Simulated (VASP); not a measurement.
# KF (Fm-3m) in VASP: single point with PBE

Aim: the single point of KF with PBE.

Program: VASP 6.6.1. These are calculated values, not measurements. Logs are shortened: lines on timing, memory, paths and dates and some standing lists are left out, and cuts for length are marked.

## 1. The crystal as given

Symmetry: Fm-3m, No. 225, cubic system. Conventional cell: a = 5.309 Å, b = 5.309 Å, c = 5.309 Å, α = 90.00°, β = 90.00°, γ = 90.00°. K (site symmetry m-3m) is surrounded by 6 F at 2.65 Å. Around F (site symmetry m-3m) lie 6 K at 2.65 Å.

The cell is a database's computed one.

## 2. Single point, PBE

Contents of INCAR:

```
PREC     = Accurate       # precision mode
ENCUT    = 520            # plane-wave cutoff, eV
EDIFF    = 1E-6           # SCF threshold, eV
ISMEAR   = 0              # smearing method
SIGMA    = 0.1            # smearing width, eV
LREAL    = F              # projectors in reciprocal space
LASPH    = T              # aspherical terms in the spheres
NELM     = 100            # most SCF steps
ALGO     = Normal         # electronic algorithm
ISIF     = 2              # what is computed and relaxed
LWAVE    = F              # write WAVECAR
LCHARG   = T              # write CHGCAR
GGA      = PE             # functional
LELF     = T              # ELF
LVHAR    = T            
NBANDS   = 15             # bands
```

Contents of KPOINTS:

```
Automatic mesh
0
Gamma
  6 6 6
```

Contents of POSCAR:

```
KF
1.0
    0.0000000000      2.6544130000      2.6544130000
    2.6544130000      0.0000000000      2.6544130000
    2.6544130000      2.6544130000      0.0000000000
K F
1 1
Direct
    0.0000000000      0.0000000000      0.0000000000
    0.5000000000      0.5000000000      0.5000000000
```

Potentials or basis: VASP PAW PBE potentials, release 64 (K_sv, F).

On the command line:

```sh
cat potpaw_PBE.64/K_sv/POTCAR potpaw_PBE.64/F/POTCAR > POTCAR
mpirun -np 1 vasp_std > vasp.out
```

OUTCAR:

```text
PREC = Accurate
   ENCUT = 520
   EDIFF = 1E-6
   ISMEAR = 0
   LREAL = F
   LASPH = T
   NELM = 100
   ISIF = 2
   GGA = PE

 ion  position               nearest neighbor table
   1  0.000  0.000  0.000-   2 2.65   2 2.65   2 2.65   2 2.65   2 2.65   2 2.65
   2  0.500  0.500  0.500-   1 2.65   1 2.65   1 2.65   1 2.65   1 2.65   1 2.65

  LATTYP: Found a face centered cubic cell.
 ALAT       =     5.3088260000

  Lattice vectors:

 A1 = (   0.0000000000,   2.6544130000,   2.6544130000)
 A2 = (   2.6544130000,   0.0000000000,   2.6544130000)
 A3 = (   2.6544130000,   2.6544130000,   0.0000000000)

Analysis of symmetry for initial positions (statically):
=====================================================================
 Subroutine PRICEL returns:
 Original cell was already a primitive cell.

 Routine SETGRP: Setting up the symmetry group for a
 face centered cubic supercell.

 Subroutine GETGRP returns: Found 48 space group operations
 (whereof 48 operations were pure point group operations)
 out of a pool of 48 trial point group operations.

The static configuration has the point symmetry O_h .

Analysis of symmetry for dynamics (positions and initial velocities):
=====================================================================
 Subroutine PRICEL returns:
 Original cell was already a primitive cell.

 Routine SETGRP: Setting up the symmetry group for a
 face centered cubic supercell.

 Subroutine GETGRP returns: Found 48 space group operations
 (whereof 48 operations were pure point group operations)
 out of a pool of 48 trial point group operations.

The dynamic configuration has the point symmetry O_h .

 Subroutine INISYM returns: Found 48 space group operations
 (whereof 48 operations are pure point group operations),
 and found     1 'primitive' translations

----------------------------------------------------------------------------------------

                                     Primitive cell

  volume of cell :      37.4055

  direct lattice vectors                    reciprocal lattice vectors
     0.000000000  2.654413000  2.654413000    -0.188365563  0.188365563  0.188365563
     2.654413000  0.000000000  2.654413000     0.188365563 -0.188365563  0.188365563
     2.654413000  2.654413000  0.000000000     0.188365563  0.188365563 -0.188365563

  length of vectors
     3.753906865  3.753906865  3.753906865     0.326258726  0.326258726  0.326258726

  position of ions in fractional coordinates (direct lattice)
     0.000000000  0.000000000  0.000000000
     0.500000000  0.500000000  0.500000000

  ion indices of the primitive-cell ions
   primitive index   ion index
                 1           1
                 2           2

----------------------------------------------------------------------------------------

 KPOINTS: Automatic mesh

Automatic generation of k-mesh.
 Grid dimensions read from file:
 generate k-points for:    6    6    6

 Generating k-lattice:

  Cartesian coordinates                     Fractional coordinates (reciprocal lattice)
    -0.031394261  0.031394261  0.031394261     0.166666667  0.000000000  0.000000000
     0.031394261 -0.031394261  0.031394261     0.000000000  0.166666667  0.000000000
     0.031394261  0.031394261 -0.031394261     0.000000000  0.000000000  0.166666667

  Length of vectors
     0.054376454  0.054376454  0.054376454

  Shift w.r.t. Gamma in fractional coordinates (k-lattice)
     0.000000000  0.000000000  0.000000000

 Subroutine IBZKPT returns following result:
 ===========================================

 Found     16 irreducible k-points:

 Following reciprocal coordinates:
            Coordinates               Weight
  0.000000  0.000000  0.000000      1.000000
  0.166667  0.000000  0.000000      8.000000
  0.333333  0.000000  0.000000      8.000000
  0.500000  0.000000  0.000000      4.000000
  0.166667  0.166667  0.000000      6.000000
  0.333333  0.166667  0.000000     24.000000
[... 8 lines left out ...]
 -0.333333  0.333333  0.166667     24.000000
 -0.333333  0.500000  0.166667     12.000000
   k-points           NKPTS =     16   k-points in BZ     NKDIM =     16   number of bands    NBANDS=     15
   number of dos      NEDOS =    301   number of ions     NIONS =      2
   total plane-waves  NPLWV =  21952
   dimension x,y,z NGX =    28 NGY =   28 NGZ =   28
   dimension x,y,z NGXF=    56 NGYF=   56 NGZF=   56
   ions per type =               1   1
   NGX,Y,Z   is equivalent  to a cutoff of  12.40, 12.40, 12.40 a.u.
   NGXF,Y,Z  is equivalent  to a cutoff of  24.80, 24.80, 24.80 a.u.
 SYSTEM =  unknown system
   PREC   = accura    normal or accurate (medium, high low for compatibility)
   ISTART =      0    job   : 0-new  1-cont  2-samecut
   ICHARG =      2    charge: 1-file 2-atom 10-const
   ISPIN  =      1    spin polarized calculation?
   LNONCOLLINEAR =      F non collinear calculations
   LSORBIT =      F    spin-orbit coupling
   LASPH  =      T    aspherical Exc in radial PAW
   ENCUT  =  520.0 eV  38.22 Ry    6.18 a.u.   6.98  6.98  6.98*2*pi/ulx,y,z
   NELM   =    100;   NELMIN=  2; NELMDL= -5     # of ELM steps
   EDIFF  = 0.1E-05   stopping-criterion for ELM
   LREAL  =      F    real-space projection
   EDIFFG = 0.1E-04   stopping-criterion for IOM
   NSW    =      0    number of steps for IOM
   IBRION =     -1    ionic relax: 0-MD 1-quasi-New 2-CG
   NFREE  =      0    steps in history (QN), initial steepest desc. (CG)
   ISIF   =      2    stress and relaxation
   ISYM   =      2    0-nonsym 1-usesym 2-fastsym
   POTIM  = 0.5000    time-step for ionic-motion
   TEBEG  =    0.0;   TEEND  =   0.0 temperature during run
   PSTRESS=    0.0 pullay stress
   NELECT =      16.0000    total number of electrons
   NUPDOWN=      -1.0000    fix difference up-down
   EMIN   =  10.00;   EMAX   =-10.00  energy-range for DOS
   EFERMI =   0.00;   METHOD = LEGACY
   ISMEAR =     0;   SIGMA  =   0.10  broadening in eV -4-tet -1-fermi 0-gaus
   EFERMI_NEDOS =   21; number of points for ismear=-14 and -15
   IALGO  =     38    algorithm
   IMIX   =      4    mixing-type and parameters
     AMIX     =   0.40;   BMIX     =  1.00
     AMIX_MAG =   1.60;   BMIX_MAG =  1.00
  volume/ion in A,a.u.               =      18.70       126.21
  Fermi-wavevector in a.u.,A,eV,Ry     =   1.233492  2.330962 20.701298  1.521502
  Thomas-Fermi vector in A             =   2.368220
   LORBIT       =      0    0 simple, 1 ext, 2 COOP (PROOUT), +10 PAW based schemes
   GGA     = PE    functional components
   LHFCALC =     F    Hartree Fock is set to
   AEXX    =    0.0000 exact exchange contribution
   IVDW    =     0    specifies the selected vdW correction
   LEPSILON=     F    determine dielectric tensor
   LRPA    =     F    only Hartree local field effects (RPA)
 non-spin polarized calculation
 Gauss-broadening in eV      SIGMA  =   0.10
  energy-cutoff  :      520.00
  volume of cell :       37.41
 maximum number of plane-waves:      1018
   NGX = 13   NGY = 13   NGZ = 13

 number of electron      16.0000012 magnetization

 Free energy of the ion-electron system (eV)
  ---------------------------------------------------
  ext. energy  EPLUGINS =         0.00000000
  ---------------------------------------------------
  free energy    TOTEN  =        -8.28092565 eV

  energy without entropy =       -8.28092565  energy(sigma->0) =       -8.28092565

 E-fermi :  -2.2912     XC(G=0):  -8.4933

 val. band max:       -2.7510290048   @ k =   0.0000   0.0000   0.0000
 cond. band min:       3.5186889841   @ k =   0.0000   0.0000   0.0000
 fundamental gap:      6.2697179889
 Fermi energy:        -2.2912451122

 k-point     1 :       0.0000    0.0000    0.0000
  band No.  band energies     occupation
      1     -28.8348      2.00000
      2     -21.4178      2.00000
      3     -12.0704      2.00000
      4     -12.0704      2.00000
      5     -12.0704      2.00000
      6      -2.7510      2.00000
      7      -2.7510      2.00000
      8      -2.7510      2.00000
      9       3.5187      0.00000
     10       7.9826      0.00000
     11       7.9826      0.00000
     12       7.9826      0.00000
     13       9.6808      0.00000
     14       9.6808      0.00000
     15      14.3191      0.00000

 k-point     2 :       0.1667    0.0000    0.0000
  band No.  band energies     occupation
      1     -28.8092      2.00000
      2     -21.4423      2.00000
      3     -12.1428      2.00000
      4     -12.0800      2.00000
      5     -12.0800      2.00000
      6      -2.9899      2.00000
      7      -2.8449      2.00000
      8      -2.8449      2.00000
      9       4.2738      0.00000
     10       7.6015      0.00000
     11       8.3511      0.00000
     12       8.3511      0.00000
     13       9.9480      0.00000
     14       9.9480      0.00000
     15      15.5489      0.00000

 k-point     3 :       0.3333    0.0000    0.0000
  band No.  band energies     occupation
      1     -28.7571      2.00000
      2     -21.4916      2.00000
      3     -12.2855      2.00000
      4     -12.0989      2.00000
      5     -12.0989      2.00000
      6      -3.3905      2.00000
      7      -3.0263      2.00000
      8      -3.0263      2.00000
      9       5.8307      0.00000
     10       7.4185      0.00000
     11       9.0909      0.00000
     12       9.0909      0.00000
     13      10.7977      0.00000
     14      10.7977      0.00000
     15      15.2288      0.00000
[... 199 lines left out ...]
 k-point    15 :      -0.3333    0.3333    0.1667
  band No.  band energies     occupation
      1     -28.7116      2.00000
      2     -21.4789      2.00000
      3     -12.4422      2.00000
      4     -12.3917      2.00000
      5     -12.1555      2.00000
      6      -3.2415      2.00000
      7      -2.9832      2.00000
      8      -2.9606      2.00000
      9       6.8880      0.00000
     10       7.2291      0.00000
     11       8.7992      0.00000
     12      10.5618      0.00000
     13      11.1880      0.00000
     14      12.4468      0.00000
     15      12.9346      0.00000

 k-point    16 :      -0.3333    0.5000    0.1667
  band No.  band energies     occupation
      1     -28.7060      2.00000
      2     -21.4595      2.00000
      3     -12.5727      2.00000
      4     -12.3884      2.00000
      5     -12.1944      2.00000
      6      -3.0801      2.00000
      7      -2.9381      2.00000
      8      -2.8660      2.00000
      9       6.2321      0.00000
     10       7.9711      0.00000
     11       8.3036      0.00000
     12      10.9012      0.00000
     13      11.6066      0.00000
     14      12.5172      0.00000
     15      12.7480      0.00000

------------------------ aborting loop because EDIFF is reached ----------------------------------------

  FORCE on cell =-STRESS in cart. coord.  units (eV):
  Direction    XX          YY          ZZ          XY          YZ          ZX
  --------------------------------------------------------------------------------------
  -------------------------------------------------------------------------------------
  Total        0.5066105      0.5066105      0.5066105      0.0000000     -0.0000000      0.0000000
  in kB       21.6994760     21.6994760     21.6994760      0.0000000     -0.0000000      0.0000000
  external PRESSURE =      21.6994760 kB  Pullay stress =       0.0000000 kB

 VOLUME and BASIS-vectors are now :
 -----------------------------------------------------------------------------
  energy-cutoff  :      520.00
  volume of cell :       37.41
      direct lattice vectors                 reciprocal lattice vectors
     0.000000000  2.654413000  2.654413000    -0.188365563  0.188365563  0.188365563
     2.654413000  0.000000000  2.654413000     0.188365563 -0.188365563  0.188365563
     2.654413000  2.654413000  0.000000000     0.188365563  0.188365563 -0.188365563

 POSITION                                       TOTAL-FORCE (eV/Angst)
 -----------------------------------------------------------------------------------
      0.00000      0.00000      0.00000         0.000000      0.000000      0.000000
      2.65441      2.65441      2.65441        -0.000000     -0.000000     -0.000000
 -----------------------------------------------------------------------------------
    total drift:                                0.000000      0.000000      0.000000

  FREE ENERGIE OF THE ION-ELECTRON SYSTEM (eV)
  ---------------------------------------------------
  free  energy   TOTEN  =        -8.2809256520 eV

  energy  without entropy=       -8.2809256520  energy(sigma->0) =       -8.28092565
```

Wall time 11 s (1 thread of Intel Xeon Platinum 8488C (Sapphire Rapids), shared host); peak memory 0.15 GiB.

Results:

* Free energy: -8.2809 eV
* Pressure: 2.2 GPa
* Band gap on the k mesh: 6.27 eV, direct

PBE gaps usually lie below the measured ones, often by a third to a half.
